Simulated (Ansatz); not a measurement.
# CuO: the cost of one run

Program: Ansatz 0.2.0. Level of theory: DFT LDA+U, PAW, plane waves, scalar-relativistic; U − J = 4.8 eV on Cu d. These are calculated values, not measurements.

**1. Starting point**

The structure is monoclinic, space group C2/c (No. 15). The conventional cell has a = 4.684 Å, b = 3.423 Å, c = 5.129 Å, α = 90.00°, β = 99.54°, γ = 90.00°. Around Cu (site symmetry -1) lie 4 O at 1.95 to 1.96 Å. Around O (site symmetry 2) lie 4 Cu at 1.95 to 1.96 Å.

Structure file:

```cif
data_structure
_symmetry_space_group_name_H-M 'C2/c'
_symmetry_Int_Tables_number 15
_cell_length_a 4.6837
_cell_length_b 3.4226
_cell_length_c 5.1288
_cell_angle_alpha 90.000
_cell_angle_beta 99.540
_cell_angle_gamma 90.000
_cell_volume 81.08
loop_
_atom_site_label
_atom_site_type_symbol
_atom_site_symmetry_multiplicity
_atom_site_Wyckoff_symbol
_atom_site_fract_x
_atom_site_fract_y
_atom_site_fract_z
_atom_site_occupancy
Cu1 Cu 4 c 0.25000 0.25000 0.00000 1
O1 O 4 e 0.50000 0.91840 0.25000 1
```

In tables a label like O4 counts atoms in the order of input.yaml; a structure file may count by element.

Each fixed run starts with its moment spread in parallel over the d and f atoms; the search for lower states is off.

Site moments are integrals over atomic spheres and don't add up to the total.

**2. Parallel moments, free total moment**

Input file input.yaml:

```yaml
crystal:
  lattice:
    - [2.34185, -1.7113, 0.0]
    - [2.34185, 1.7113, 0.0]
    - [-0.85003, 0.0, 5.05787]
  atoms:
    - { symbol: Cu, position: [0.0, 0.5, 0.0], spin: 1.0 }
    - { symbol: Cu, position: [0.5, 0.0, 0.5], spin: 1.0 }
    - { symbol: O, position: [0.5816, 0.4184, 0.25] }
    - { symbol: O, position: [0.4184, 0.5816, 0.75] }
magnetization:
  spin_polarized: true
hamiltonian:
  xc: lda
  pseudopotentials: { kind: paw }
  hubbard: { sites: [{ species: Cu, l: d, u_eff: 4.8 }] }
basis:
  ecutwfc: 420
kpoints:
  mp_grid: { grid: [7, 7, 4] }
scf:
  occupations: { method: fermi_dirac, width: 0.05 }
  lower_state_search: "off"
output:
  forces: true
  stress: true
  write_density: true
  write_potential: true
  elf: true
  volumetric_format: npy
```

On the command line:

```console
> ansatz run input.yaml --threads 2 --pin off --max-ram 5120MiB --backend cpu --events-out ev --progress --plain --runs-dir out
```

**Question.** How long does this run take on 2 threads of Arm Neoverse V1, shared host, and how much memory does it need?

About 11 s, with a peak of 0.42 GiB.
